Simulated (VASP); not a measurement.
The system is Ba.

```
Ba
1.0
     3.91772    0.00000    0.00000
     0.00000    3.91772    0.00000
     0.00000    0.00000    3.91772
Ba
1
Direct
  0.00000 0.00000 0.00000
```

This isn't the form of Ba at room conditions, which is bcc.

```yaml
Program: VASP 6.6.1
Task: single point
Functional: PBE
Potentials_or_basis: VASP PAW PBE potentials, release 64 (Ba_sv)
Cutoff: 900 eV
k_mesh: 17 × 17 × 17
Occupations: methfessel-paxton, width 0.1 eV
Spin: no spin polarisation
```

On this cell: pressure 0.3 GPa; band gap on the k mesh none (metal or under the smearing width).

The same run follows on a disturbed copy (grid = ENCUT=900 k=17x17x17 ISMEAR=1 SIGMA=0.1 PREC=Accurate EDIFF=1e-08 LREAL=False ADDGRID=False LASPH=True; cell strained at random at fixed volume):

```
Ba
1.0
     3.97844   -0.04543    0.04109
    -0.04543    3.91100    0.04023
     0.04109    0.04023    3.86591
Ba
1
Direct
  0.99924 0.00960 0.99227
```

Task: What changes?

Result: The energy (extrapolated to zero smearing) moves by +1.0 meV/atom; pressure 0.3 GPa; band gap on the k mesh none (metal or under the smearing width).

Stress tensor (GPa, compression positive):
```
-0.18 -0.13  0.12
-0.13  0.38  0.11
 0.12  0.11  0.80
```
